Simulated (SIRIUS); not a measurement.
**Ta in SIRIUS: convergence with gk cutoff**

Ta:

```xyz
1
Lattice="-1.6513 1.6513 1.6513 1.6513 -1.6513 1.6513 1.6513 1.6513 -1.6513" Properties=species:S:1:pos:R:3 pbc="T T T"
Ta    0.0000    0.0000    0.0000
```

- Program: SIRIUS 7.12.0
- Task: convergence study
- Functional: PBEsol
- Potentials or basis: all-electron FP-LAPW
- Cutoff: 50 eV
- Basis: apw+lo standard
- k mesh: 11 × 11 × 11
- Occupations: fermi-dirac, width 0.05 eV
- Spin: no spin polarisation

These are the settings of the first run; the series varies gk cutoff, with any setting tied to it.

Hardware: 1 thread of AMD EPYC 7B13 (Zen 3), with other jobs on the host.

```tsv
gk cutoff	energy less the tightest run, at zero smearing (meV/atom)	SCF cycles	CPU time (s)	peak memory (GiB)
1.91 1/bohr	2227.95	9	27	0.29
2.26 1/bohr	898.97	7	36	0.29
2.6 1/bohr	278.64	7	36	0.3
2.95 1/bohr	80.59	7	36	0.31
3.3 1/bohr	21.94	7	37	0.32
3.65 1/bohr	4.73	7	40	0.36
3.99 1/bohr	0.00	7	44	0.41
```

Not settled before the last step: the energy (to 1 meV/atom). The tightest run that finished is the yardstick and may itself not be fully converged.

The run has no spin-orbit coupling, so splittings on Ta are missing.
